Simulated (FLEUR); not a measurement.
# SnTe (Fm-3m) in FLEUR: notebook

One crystal, SnTe, is run at these levels: PBEsol; tasks: band structure, equation of state.

All numbers are computed with FLEUR MaX-R8.1 (later development tree); they aren't measurements. Logs are shortened: lines on timing, memory, paths and dates and some standing lists are left out, and cuts for length are marked.

**What was measured.**

A printed reference work, textbook reports, for a bulk crystal of SnTe at 300 K: band gap 0.18 eV (direct).

How close the calculation comes is told below.

### 1 Starting point

The structure is cubic, space group Fm-3m (No. 225). The conventional cell has a = 6.302 Å, b = 6.302 Å, c = 6.302 Å, α = 90.00°, β = 90.00°, γ = 90.00°. Te (site symmetry m-3m) is surrounded by 6 Sn at 3.15 Å. Sn (site symmetry m-3m) has 6 Te at 3.15 Å as nearest neighbours.

### 2 Band structure, PBEsol

inp.xml reads:

```xml
<?xml version="1.0" encoding="UTF-8" standalone="no"?>
<fleurInput fleurInputVersion="0.39">
   <comment>
      SnTe                                                                                                
   </comment>
   <calculationSetup>
      <cutoffs Kmax="4.1" Gmax="12.7" GmaxXC="12.7" numbands="0"/>
      <scfLoop itmax="60" minDistance="0.00001" maxIterBroyd="15" imix="Anderson" alpha="0.05" precondParam="0.0" spinf="2.0" sdNocoIR="T"/>
      <coreElectrons ctail="T" frcor="F" kcrel="0" coretail_lmax="0"/>
      <xcFunctional name="PBEs" relativisticCorrections="F"/>
      <magnetism jspins="1"/>
      <soc l_soc="F" theta="0.0" phi="0.0" spav="F"/>
      <expertModes spex="0" secvar="F"/>
      <geometryOptimization l_f="F" forcealpha="1.0" forcemix="BFGS" epsdisp="0.00001" epsforce="0.00001"/>
      <ldaU l_linMix="F" mixParam="0.05" spinf="1.0"/>
   </calculationSetup>
   <cell>
      <bzIntegration valenceElectrons="44.0" mode="hist" fermiSmearingEnergy="0.00183747">
         <kPointListSelection listName="default-1"/>
         <!-- k-points included here -->
         <xi:include xmlns:xi="http://www.w3.org/2001/XInclude" href="kpts.xml"> </xi:include>
      </bzIntegration>
      <!-- symmetry operations included here -->
      <xi:include xmlns:xi="http://www.w3.org/2001/XInclude" href="sym.xml"> </xi:include>
      <bulkLattice scale="1.0">
         <bravaisMatrix>
[... 33 lines left out ...]
         <energyParameters s="5" p="5" d="4" f="4"/>
         <lo type="SCLO" l="0" n="4" eDeriv="0"/>
         <lo type="SCLO" l="1" n="4" eDeriv="0"/>
         <lo type="SCLO" l="1" n="4" eDeriv="1"/>
         <lo type="SCLO" l="2" n="4" eDeriv="2"/>
         <lo type="SCLO" l="3" n="4" eDeriv="2"/>
      </species>
   </atomSpecies>
   <atomGroups>
      <atomGroup species="Tellurium (Te)">
         <relPos label="                   1">1.000/2.000 1.000/2.000 1.000/2.000</relPos>
         <force calculate="T" relaxXYZ="TTT"/>
      </atomGroup>
      <atomGroup species="Tin (Sn)">
         <relPos label="                   2">.0000000000 .0000000000 .0000000000</relPos>
         <force calculate="T" relaxXYZ="TTT"/>
      </atomGroup>
   </atomGroups>
   <output dos="F" band="F" slice="F">
      <checks vchk="F" cdinf="F"/>
      <bandDOS minEnergy="-.5*Htr" maxEnergy="0.5*Htr" sigma="0.015" storeEVData="T"/>
      <vacuumDOS vacdos="F" integ="F" star="F" nstars="0" locx1="0.0" locy1="0.0" locx2="0.0" locy2="0.0" nstm="0" tworkf="0.0"/>
      <unfoldingBand unfoldBand="F" supercellX="1" supercellY="1" supercellZ="1"/>
      <plotting iplot="0" polar="F">
         <plot TwoD="T" vec1="  1.0  0.0  0.0" vec2="  0.0  1.0  0.0" vec3="  0.0  0.0  1.0" zero="  0.0  0.0  0.0" file="plot"/>
      </plotting>
      <chargeDensitySlicing numkpt="0" minEigenval="0.0" maxEigenval="0.0" nnne="0" pallst="F"/>
      <specialOutput eonly="F"/>
      <moessbauerParams electricFieldGradient="T" isomerShift="T" coreHyperfine="T" valenceHyperfine="T"/>
      <magneticCircularDichroism mcd="F" energyLo="-10.0" energyUp="0.0"/>
   </output>
  <!-- We include the file relax.xml here to enable relaxations (see documentation) -->
  <xi:include xmlns:xi="http://www.w3.org/2001/XInclude" href="relax.xml"> <xi:fallback/> </xi:include>
</fleurInput>
```

crystal.txt reads:

```
SnTe
&input cartesian=F /
0.0000000000  3.1508500000  3.1508500000
3.1508500000  0.0000000000  3.1508500000
3.1508500000  3.1508500000  0.0000000000
1.8897261246
1.0 1.0 1.0

2
52 0.5000000000  0.5000000000  0.5000000000
50 0.0000000000  0.0000000000  0.0000000000

&kpt div1=7 div2=7 div3=7 gamma=T /
```

inp.xml (bands) reads:

```
<?xml version="1.0" encoding="UTF-8" standalone="no"?>
<fleurInput fleurInputVersion="0.39">
   <comment>
      SnTe                                                                                                
   </comment>
   <calculationSetup>
      <cutoffs Kmax="4.1" Gmax="12.7" GmaxXC="12.7" numbands="0"/>
      <scfLoop itmax="60" minDistance="0.00001" maxIterBroyd="15" imix="Anderson" alpha="0.05" precondParam="0.0" spinf="2.0" sdNocoIR="T"/>
      <coreElectrons ctail="T" frcor="F" kcrel="0" coretail_lmax="0"/>
      <xcFunctional name="PBEs" relativisticCorrections="F"/>
      <magnetism jspins="1"/>
      <soc l_soc="F" theta="0.0" phi="0.0" spav="F"/>
      <expertModes spex="0" secvar="F"/>
      <geometryOptimization l_f="F" forcealpha="1.0" forcemix="BFGS" epsdisp="0.00001" epsforce="0.00001"/>
      <ldaU l_linMix="F" mixParam="0.05" spinf="1.0"/>
   </calculationSetup>
   <cell>
      <bzIntegration valenceElectrons="44.0" mode="hist" fermiSmearingEnergy="0.00183747">
         <kPointListSelection listName="path-1"/>
         <!-- k-points included here -->
         <xi:include xmlns:xi="http://www.w3.org/2001/XInclude" href="kpts.xml"> </xi:include>
      </bzIntegration>
      <!-- symmetry operations included here -->
      <xi:include xmlns:xi="http://www.w3.org/2001/XInclude" href="sym.xml"> </xi:include>
      <bulkLattice scale="1.0">
         <bravaisMatrix>
[... 32 lines left out ...]
         </electronConfig>
         <energyParameters s="5" p="5" d="4" f="4"/>
         <lo type="SCLO" l="0" n="4" eDeriv="0"/>
         <lo type="SCLO" l="1" n="4" eDeriv="0"/>
         <lo type="SCLO" l="1" n="4" eDeriv="1"/>
         <lo type="SCLO" l="2" n="4" eDeriv="2"/>
         <lo type="SCLO" l="3" n="4" eDeriv="2"/>
      </species>
   </atomSpecies>
   <atomGroups>
      <atomGroup species="Tellurium (Te)">
         <relPos label="                   1">1.000/2.000 1.000/2.000 1.000/2.000</relPos>
         <force calculate="T" relaxXYZ="TTT"/>
      </atomGroup>
      <atomGroup species="Tin (Sn)">
         <relPos label="                   2">.0000000000 .0000000000 .0000000000</relPos>
         <force calculate="T" relaxXYZ="TTT"/>
      </atomGroup>
   </atomGroups>
   <output dos="F" band="T" slice="F">
      <checks vchk="F" cdinf="F"/>
      <bandDOS minEnergy="-.5*Htr" maxEnergy="0.5*Htr" sigma="0.015" storeEVData="T"/>
      <vacuumDOS vacdos="F" integ="F" star="F" nstars="0" locx1="0.0" locy1="0.0" locx2="0.0" locy2="0.0" nstm="0" tworkf="0.0"/>
      <unfoldingBand unfoldBand="F" supercellX="1" supercellY="1" supercellZ="1"/>
      <plotting iplot="0" polar="F">
         <plot TwoD="T" vec1="  1.0  0.0  0.0" vec2="  0.0  1.0  0.0" vec3="  0.0  0.0  1.0" zero="  0.0  0.0  0.0" file="plot"/>
      </plotting>
      <chargeDensitySlicing numkpt="0" minEigenval="0.0" maxEigenval="0.0" nnne="0" pallst="F"/>
      <specialOutput eonly="F"/>
      <moessbauerParams electricFieldGradient="T" isomerShift="T" coreHyperfine="T" valenceHyperfine="T"/>
      <magneticCircularDichroism mcd="F" energyLo="-10.0" energyUp="0.0"/>
   </output>
  <!-- We include the file relax.xml here to enable relaxations (see documentation) -->
  <xi:include xmlns:xi="http://www.w3.org/2001/XInclude" href="relax.xml"> <xi:fallback/> </xi:include>
</fleurInput>
```

Potentials or basis: all-electron, FLAPW.

Started as:

```console
$ inpgen -f crystal.txt -profile fastHighL
$ # inp.xml edited to the form shown
$ fleur_MPI
$ fleur_MPI   # second run, on inp.xml (bands)
```

Output:

```text
Welcome to FLEUR        (www.flapw.de)
      MaX-Release 8.1          (www.max-centre.eu)

 ========== k-point set info ==========
 Selected k-point list: default-1
 k-point list type: mesh
 7 x 7 x 7
 Number of k points: 20

 ------------Calculation Setup---------------------------
 Number of MPI-tasks      :            1
 Number of PE/node        :            1
 Number of OMP-threads    :            1
 Most efficient MPI parallelization for:
           1           2           4           5          10          20
 Additional eigenvalue parallelization possible
 Number of basis functions:          615
 Approximate size of matrices (H+S) per k-point:         0.006 GB
 --------------------------------------------------------
 Iteration:     1   Distance:       4.61711894 me/bohr^3
 Iteration:     2   Distance:       4.32016175 me/bohr^3
 Iteration:     3   Distance:       1.76368510 me/bohr^3
 Iteration:     4   Distance:       0.61996691 me/bohr^3
 Iteration:     5   Distance:       0.49883085 me/bohr^3
 Iteration:     6   Distance:       0.05586162 me/bohr^3
 Iteration:     7   Distance:       0.02984578 me/bohr^3
 Iteration:     8   Distance:       0.01470949 me/bohr^3
 Iteration:     9   Distance:       0.00237390 me/bohr^3
 Iteration:    10   Distance:       0.00180971 me/bohr^3
 Iteration:    11   Distance:       0.00020622 me/bohr^3
 Iteration:    12   Distance:       0.00001573 me/bohr^3
 Iteration:    13   Distance:       0.00001653 me/bohr^3
 Iteration:    14   Distance:       0.00000085 me/bohr^3

 ********************************************************************
 Run finished successfully
 Stop message:
   all done
 ********************************************************************
```

output (bands):

```text
Welcome to FLEUR        (www.flapw.de)
      MaX-Release 8.1          (www.max-centre.eu)

 ========== k-point set info ==========
 Selected k-point list: path-1
 k-point list type: path
 Number of k points: 60

 ------------Calculation Setup---------------------------
 Number of MPI-tasks      :            1
 Number of PE/node        :            1
 Number of OMP-threads    :            1
 Most efficient MPI parallelization for:
           1           2           3           4           5           6          10          12          15          20          30          60
 Additional eigenvalue parallelization possible
 Number of basis functions:          615
 Approximate size of matrices (H+S) per k-point:         0.006 GB
 --------------------------------------------------------
 Fermi energy correction for metals:
 Fermi energy in bands.* files may not be consistent with last density.
 Please correct it manually (e.g. in band.gnu file).

 Note: Band structure data (together with different weights) is also stored in the banddos.hdf file.
       A convenient way of extracting and plotting the data from that file is by making use of the

 ********************************************************************
 Run finished successfully
 Stop message:
   Charge density postprocessing done.
 ********************************************************************
```

out.xml (last iteration):

```text
<iteration numberForCurrentRun="   14" overallNumber="   14">
         <energyParameters units="Htr">
            <atomicEP atomType="1" spin="1" branch="5s" branchLowest="-5.61" branchHighest="0.29" value="-0.1764931018"/>
            <atomicEP atomType="1" spin="1" branch="5p" branchLowest="-3.78" branchHighest="0.92" value="0.1238093588"/>
            <atomicEP atomType="1" spin="1" branch="5d" branchLowest="-1.10" branchHighest="2.02" value="0.3717378469"/>
            <atomicEP atomType="1" spin="1" branch="4f" branchLowest="-9.99" branchHighest="1.52" value="0.5299375656"/>
            <loAtomicEP atomType="1" spin="1" branch="4p" branchLowest="-29.08" branchHighest="-3.78" value="-3.7878091020"/>
            <loAtomicEP atomType="1" spin="1" branch="4p" branchLowest="-29.08" branchHighest="-3.78" value="-3.7878091020"/>
            <loAtomicEP atomType="1" spin="1" branch="4d" branchLowest="-20.14" branchHighest="-1.10" value="-1.1069332571"/>
            <loAtomicEP atomType="1" spin="1" branch="4d" branchLowest="-20.14" branchHighest="-1.10" value="-1.1069332571"/>
            <loAtomicEP atomType="1" spin="1" branch="5s" branchLowest="-5.61" branchHighest="0.29" value="-0.1764931018"/>
            <loAtomicEP atomType="1" spin="1" branch="4f" branchLowest="-9.99" branchHighest="1.52" value="0.5299376801"/>
            <atomicEP atomType="2" spin="1" branch="5s" branchLowest="-4.51" branchHighest="0.63" value="-0.0336609592"/>
            <atomicEP atomType="2" spin="1" branch="5p" branchLowest="-2.89" branchHighest="1.24" value="0.1909947943"/>
            <atomicEP atomType="2" spin="1" branch="4d" branchLowest="-16.98" branchHighest="-0.52" value="-0.5363734975"/>
            <atomicEP atomType="2" spin="1" branch="4f" branchLowest="-9.99" branchHighest="1.76" value="0.5481400815"/>
            <loAtomicEP atomType="2" spin="1" branch="4s" branchLowest="-30.62" branchHighest="-4.51" value="-4.5149458606"/>
            <loAtomicEP atomType="2" spin="1" branch="4p" branchLowest="-25.25" branchHighest="-2.89" value="-2.8999758490"/>
            <loAtomicEP atomType="2" spin="1" branch="4p" branchLowest="-25.25" branchHighest="-2.89" value="-2.8999758490"/>
            <loAtomicEP atomType="2" spin="1" branch="4d" branchLowest="-16.98" branchHighest="-0.52" value="-0.5491210103"/>
            <loAtomicEP atomType="2" spin="1" branch="4f" branchLowest="-9.99" branchHighest="1.76" value="0.5481418642"/>
         </energyParameters>
         <eigenvalues>
            <eigenvaluesAt spin="1" ikpt="1" k_x="0.00000000" k_y="0.00000000" k_z="0.00000000">
                      -4.5149448184       -3.7761960887       -3.7761960887       -3.7761960887       -2.8914713495
                      -2.8914713495       -2.8914713495       -1.1101859983       -1.1101859983       -1.1100149068
                      -1.1100149068       -1.1100149068       -0.5513973857       -0.5513973857       -0.5511517399
                      -0.5511517399       -0.5511517399       -0.2211059594        0.0768347638        0.1718738801
                       0.1718738801        0.1718738801        0.3727888836        0.3727888836        0.3727888836
                       0.4247387030        0.4247387030        0.4247387030        0.4958323146        0.5052238910
                       0.5052238910        0.5398425955        0.9207289391        0.9207289391
            </eigenvaluesAt>
            <eigenvaluesAt spin="1" ikpt="2" k_x="0.00000000" k_y="0.00000000" k_z="0.14285714">
                      -4.5149448114       -3.7761960491       -3.7761960450       -3.7761960450       -2.8914713847
                      -2.8914713035       -2.8914713035       -1.1101835208       -1.1101835208       -1.1100115518
                      -1.1100094809       -1.1100094809       -0.5514323086       -0.5514323086       -0.5511398861
[... 64 lines left out ...]
               <shell n="1" l="0" isomerShift="201377.33423"/>
               <shell n="2" l="0" isomerShift="23972.98958"/>
               <shell n="2" l="1" isomerShift="631.57484"/>
               <shell n="3" l="0" isomerShift="4736.37458"/>
               <shell n="3" l="1" isomerShift="135.36004"/>
               <shell n="4" l="0" isomerShift="998.63905"/>
               <shell n="3" l="2" isomerShift="0.00003"/>
            </coreIsomerShift>
            <coreIsomerShift atomType="2" isTotal="193344.85132">
               <shell n="1" l="0" isomerShift="169102.89232"/>
               <shell n="2" l="0" isomerShift="19816.46466"/>
               <shell n="2" l="1" isomerShift="477.18442"/>
               <shell n="3" l="0" isomerShift="3848.21855"/>
               <shell n="3" l="1" isomerShift="100.09134"/>
               <shell n="3" l="2" isomerShift="0.00002"/>
            </coreIsomerShift>
            <isomerShift atomType="1" nucleusRadius="0.0001189" averageDensity="231972.06583"/>
            <isomerShift atomType="2" nucleusRadius="0.0001161" averageDensity="194205.37175"/>
            <electricFieldGradient atomType="1" VXX="0.00000" VYY="0.00000" VZZ="0.00000" asymParam="0.00000">
            </electricFieldGradient>
            <electricFieldGradient atomType="2" VXX="0.00000" VYY="0.00000" VZZ="0.00000" asymParam="0.00000">
            </electricFieldGradient>
         </moessbauerParams>
         <totalEnergy                                    value="   -12970.3273211938" units="Htr">
            <sumOfEigenvalues                            value="    -7854.3585494208">
               <coreElectrons value="-7789.2099459007"/>
               <valenceElectrons value="-65.1486035201"/>
            </sumOfEigenvalues>
            <densityCoulombPotentialIntegral value="-21097.8534414797"/>
            <densityEffectivePotentialIntegral value="-21539.4040791639"/>
            <chargeDenXCDenIntegral value="-335.8126394804"/>
            <FockExchangeEnergyValence value="0.0000000000"/>
            <FockExchangeEnergyCore value="0.0000000000"/>
            <atomTypeDependentContributions atomType="1">
               <electronNucleiInteractionDifferentMTs value="8239.3584936510"/>
               <MadelungTerm value="-24.2318336285"/>
            </atomTypeDependentContributions>
            <atomTypeDependentContributions atomType="2">
               <electronNucleiInteractionDifferentMTs value="7484.1383142050"/>
               <MadelungTerm value="-22.9048492320"/>
            </atomTypeDependentContributions>
            <tkbTimesEntropy value="0.0000017067"/>
            <freeEnergy value="-12970.3273229005"/>
            <extrapolationTo0K value="-12970.3273220471"/>
         </totalEnergy>
         <densityConvergence units="me/bohr^3">
            <chargeDensity spin="1" distance="0.0000008496"/>
         </densityConvergence>
      </iteration>
```

Wall time 77 s (1 thread of Arm Neoverse N1, shared host); peak memory 0.07 GiB.

Results:

* Free energy: -352940.5865 eV
* Band gap along the path: 0.14 eV, direct
* Valence electrons inside the program's atomic spheres: Te 20.12; Sn 20.12 (radii Te 2.66, Sn 2.66 bohr)

Levels at the corners of the path, in eV from the Fermi level:
| point | band 19 | band 20 | band 21 | band 22 | band 23 | band 24 | band 25 | band 26 |
| --- | --- | --- | --- | --- | --- | --- | --- | --- |
| Γ | -4.77 | -2.19 | -2.19 | -2.19 | 3.28 | 3.28 | 3.28 | 4.70 |
| X | -6.54 | -5.65 | -3.80 | -3.80 | 2.06 | 4.86 | 4.86 | 6.31 |
| W | -7.44 | -4.89 | -4.89 | -0.87 | 0.77 | 4.53 | 4.53 | 6.00 |
| K | -7.49 | -5.25 | -3.30 | -2.78 | 2.97 | 3.00 | 4.10 | 5.48 |
| Γ | -4.77 | -2.19 | -2.19 | -2.19 | 3.28 | 3.28 | 3.28 | 4.70 |
| L | -8.41 | -1.85 | -1.85 | -0.10 | 0.04 | 0.30 | 0.30 | 7.63 |
| U | -7.49 | -5.25 | -3.30 | -2.78 | 2.97 | 3.00 | 4.10 | 5.48 |
| W | -7.44 | -4.89 | -4.89 | -0.87 | 0.77 | 4.53 | 4.53 | 6.00 |
| L | -8.41 | -1.85 | -1.85 | -0.10 | 0.04 | 0.30 | 0.30 | 7.63 |
| K | -7.49 | -5.25 | -3.30 | -2.78 | 2.97 | 3.00 | 4.10 | 5.48 |
| U | -7.49 | -5.25 | -3.30 | -2.78 | 2.97 | 3.00 | 4.10 | 5.48 |
| X | -6.54 | -5.65 | -3.80 | -3.80 | 2.06 | 4.86 | 4.86 | 6.31 |

Core levels (eV from the Fermi level):
| atom | levels |
| --- | --- |
| 1 Te | 1s1/2 -31587.1, 2s1/2 -4839.0, 2p1/2 -4534.1, 2p3/2 -4259.8, 3s1/2 -959.2, 3p1/2 -833.9, 3p3/2 -782.7, 4s1/2 -159.5, 3d3/2 -561.4, 3d5/2 -550.7 |
| 2 Sn | 1s1/2 -28976.6, 2s1/2 -4370.2, 2p1/2 -4082.5, 2p3/2 -3852.0, 3s1/2 -840.0, 3p1/2 -723.1, 3p3/2 -681.0, 3d3/2 -474.3, 3d5/2 -465.6 |

Caveat: this odd mesh misses L, where the gap lies, so gap, dielectric constants and Born charges aren't listed; spin-orbit coupling is left out, which moves the levels of the heavy elements.

### 3 Equation of state, PBEsol, 29.40 Å³/atom (volume scaled by 0.94)

Changes to inp.xml since step 2:

```diff
@@ -24,3 +24,3 @@
       <xi:include xmlns:xi="http://www.w3.org/2001/XInclude" href="sym.xml"> </xi:include>
-      <bulkLattice scale="1.0">
+      <bulkLattice scale="0.9795861087">
          <bravaisMatrix>
```

Potentials or basis: all-electron, FLAPW.

Started as:

```console
$ inpgen -f crystal.txt -profile fastHighL
$ # inp.xml edited to the form shown
$ fleur_MPI
```

Run time: 59 s. Hardware: 1 thread of Arm Neoverse N1, shared host; peak memory 0.08 GiB.

Results (log left out):

| Quantity | Value |
| --- | --- |
| Free energy | -352940.5591 eV |
| Valence electrons inside the program's atomic spheres | Te 20.16; Sn 20.18 (radii Te 2.66, Sn 2.66 bohr) |

Caveat: this odd mesh misses L, where the gap lies, so gap, dielectric constants and Born charges aren't listed.

### 4 Equation of state, PBEsol, 30.03 Å³/atom (volume scaled by 0.96)

Changes to inp.xml since step 3:

```diff
@@ -24,3 +24,3 @@
       <xi:include xmlns:xi="http://www.w3.org/2001/XInclude" href="sym.xml"> </xi:include>
-      <bulkLattice scale="0.9795861087">
+      <bulkLattice scale="0.9864848297">
          <bravaisMatrix>
```

Started as:

```console
$ inpgen -f crystal.txt -profile fastHighL
$ # inp.xml edited to the form shown
$ fleur_MPI
```

It took 57 s on 1 thread of Arm Neoverse N1, shared host; peak memory 0.08 GiB.

It converged, with:

| Property | Result |
| --- | --- |
| Free energy | -352940.5768 eV |
| Valence electrons inside the program's atomic spheres | Te 20.15; Sn 20.16 (radii Te 2.66, Sn 2.66 bohr) |

Caveat: this odd mesh misses L, where the gap lies, so gap, dielectric constants and Born charges aren't listed.

(Continued in part 2 of 2.)
